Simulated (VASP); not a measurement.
Calculation: PW91 GGA, VASP's PBE PAW potentials (set 64) (plane waves; VASP 6.6.1).

Input for VASP

**KPOINTS**
```
k-points along high-symmetry lines
15
Line-mode
Reciprocal
  0.000000   0.000000   0.000000 ! GAMMA
  0.000000   0.500000   0.000000 ! X

  0.000000   0.500000   0.000000 ! X
  0.500000   0.500000   0.000000 ! M

  0.500000   0.500000   0.000000 ! M
  0.000000   0.000000   0.000000 ! GAMMA

  0.000000   0.000000   0.000000 ! GAMMA
  0.500000   0.500000   0.500000 ! R

  0.500000   0.500000   0.500000 ! R
  0.000000   0.500000   0.000000 ! X

  0.500000   0.500000   0.500000 ! R
  0.500000   0.500000   0.000000 ! M
```

**INCAR**
```
! general
SYSTEM  = CsCl
PREC    = Accurate
ENCUT   = 520
LREAL   = .FALSE.
LASPH   = .TRUE.
ICHARG  = 11

! electronic loop
EDIFF   = 1E-7
NELM    = 100
ALGO    = Normal
LMAXMIX = 4

! smearing
ISMEAR  = 0
SIGMA   = 0.05

! functional
GGA     = 91

! output
LWAVE   = .FALSE.
LCHARG  = .FALSE.
LORBIT  = 11
```

POSCAR:
```
CsCl
1
    4.1930628847     0.0000000000     0.0000000000
    0.0000000000     4.1930628847     0.0000000000
    0.0000000000     0.0000000000     4.1930628847
Cs Cl
1 1
Direct
  0.0000000000   0.0000000000   0.0000000000
  0.5000000000   0.5000000000   0.5000000000
```

POTCAR, in this order: Cs_sv Cl (PBE.64 set). Program: vasp_std. Read from the step before: CHGCAR.

What VASP printed:

File OUTCAR:
```
 ion  position               nearest neighbor table
   1  0.000  0.000  0.000-
   2  0.500  0.500  0.500-
  LATTYP: Found a simple cubic cell.
 ALAT       =     4.1930628847
 Subroutine PRICEL returns:
 Original cell was already a primitive cell.
 Subroutine GETGRP returns: Found 48 space group operations
The static configuration has the point symmetry O_h .
The dynamic configuration has the point symmetry O_h .
 Subroutine INISYM returns: Found 48 space group operations
   k-points           NKPTS =     90   k-points in BZ     NKDIM =     90   number of bands    NBANDS=     12
   number of dos      NEDOS =    301   number of ions     NIONS =      2
   total plane-waves  NPLWV =  32768
   dimension x,y,z NGX =    32 NGY =   32 NGZ =   32
   dimension x,y,z NGXF=    64 NGYF=   64 NGZF=   64
   ions per type =               1   1
   PREC   = accura    normal or accurate (medium, high low for compatibility)
   ISTART =      0    job   : 0-new  1-cont  2-samecut
   ICHARG =     11    charge: 1-file 2-atom 10-const
   ISPIN  =      1    spin polarized calculation?
   LNONCOLLINEAR =      F non collinear calculations
   LSORBIT =      F    spin-orbit coupling
   INIWAV =      1    electr: 0-lowe 1-rand  2-diag
   ENCUT  =  520.0 eV  38.22 Ry    6.18 a.u.   7.80  7.80  7.80*2*pi/ulx,y,z
   NELM   =    100;   NELMIN=  2; NELMDL= -5     # of ELM steps
   EDIFF  = 0.1E-06   stopping-criterion for ELM
   LREAL  =      F    real-space projection
   NLSPLINE    = F    spline interpolate recip. space projectors
   LMAXMIX     =    4 max onsite mixed and CHGCAR
   VOSKOWN=      0    Vosko Wilk Nusair interpolation
   EDIFFG = 0.1E-05   stopping-criterion for IOM
   NSW    =      0    number of steps for IOM
   NBLOCK =      1;   KBLOCK =      1    inner block; outer block
   IBRION =     -1    ionic relax: 0-MD 1-quasi-New 2-CG
   NFREE  =      0    steps in history (QN), initial steepest desc. (CG)
   ISIF   =      2    stress and relaxation
   ISYM   =      2    0-nonsym 1-usesym 2-fastsym
   TEIN   =    0.0    initial temperature
   TEBEG  =    0.0;   TEEND  =   0.0 temperature during run
...
```

File OSZICAR:
```
       N       E                     dE             d eps       ncg     rms          rms(c)
DAV:   1     0.945619806931E+02    0.94562E+02   -0.69031E+03  2160   0.114E+03
DAV:   2     0.489264212788E+00   -0.94073E+02   -0.87675E+02  3220   0.187E+02
DAV:   3    -0.656277117728E+01   -0.70520E+01   -0.70188E+01  2708   0.581E+01
DAV:   4    -0.664594258648E+01   -0.83171E-01   -0.83119E-01  2516   0.745E+00
DAV:   5    -0.664712847408E+01   -0.11859E-02   -0.11857E-02  2680   0.877E-01
DAV:   6    -0.664715887563E+01   -0.30402E-04   -0.30400E-04  2612   0.138E-01
DAV:   7    -0.664715987163E+01   -0.99600E-06   -0.99593E-06  2692   0.227E-02
DAV:   8    -0.664715990862E+01   -0.36992E-07   -0.36975E-07  2504   0.409E-03
   1 F= -.66471599E+01 E0= -.66471599E+01  d E =-.656883E-11
```

File OUTCAR:
```
 val. band max:       -0.6253390290   @ k =   0.0000   0.0000   0.0000

 cond. band min:       4.4226087725   @ k =   0.0000   0.0000   0.0000



 k-point     1 :       0.0000    0.0000    0.0000
  band No.  band energies     occupation
      1     -20.0160      2.00000
      2     -12.7080      2.00000
      3      -6.5841      2.00000
      4      -6.5841      2.00000
      5      -6.5841      2.00000
      6      -0.6253      2.00000
      7      -0.6253      2.00000
      8      -0.6253      2.00000
      9       4.4226      0.00000
     10       4.8067      0.00000
     11       4.8067      0.00000
     12       9.2017      0.00000

 k-point     2 :       0.0000    0.0357    0.0000
  band No.  band energies     occupation
      1     -20.0152      2.00000
      2     -12.7083      2.00000
      3      -6.5910      2.00000
      4      -6.5827      2.00000
      5      -6.5827      2.00000
      6      -0.6425      2.00000
      7      -0.6277      2.00000
      8      -0.6277      2.00000
      9       4.4530      0.00000
     10       4.8149      0.00000
     11       4.8355      0.00000
     12       9.1922      0.00000

 k-point     3 :       0.0000    0.0714    0.0000
  band No.  band energies     occupation
      1     -20.0128      2.00000
      2     -12.7092      2.00000
      3      -6.6112      2.00000
      4      -6.5785      2.00000
      5      -6.5785      2.00000
      6      -0.6920      2.00000
      7      -0.6346      2.00000
      8      -0.6346      2.00000
      9       4.5421      0.00000
     10       4.8395      0.00000
     11       4.9211      0.00000
     12       9.1617      0.00000

 k-point     4 :       0.0000    0.1071    0.0000
  band No.  band energies     occupation
      1     -20.0088      2.00000
      2     -12.7107      2.00000
      3      -6.6433      2.00000
      4      -6.5717      2.00000
      5      -6.5717      2.00000
      6      -0.7694      2.00000
      7      -0.6458      2.00000
...
```

The density is held fixed in this step, so its total energy and stress have no physical meaning. Unless said otherwise, spin-orbit coupling is left out, though it shifts the bands of the heavy elements here.

The compound is CsCl in the CsCl type structure. It was relaxed first, which changed the volume by +5 %.
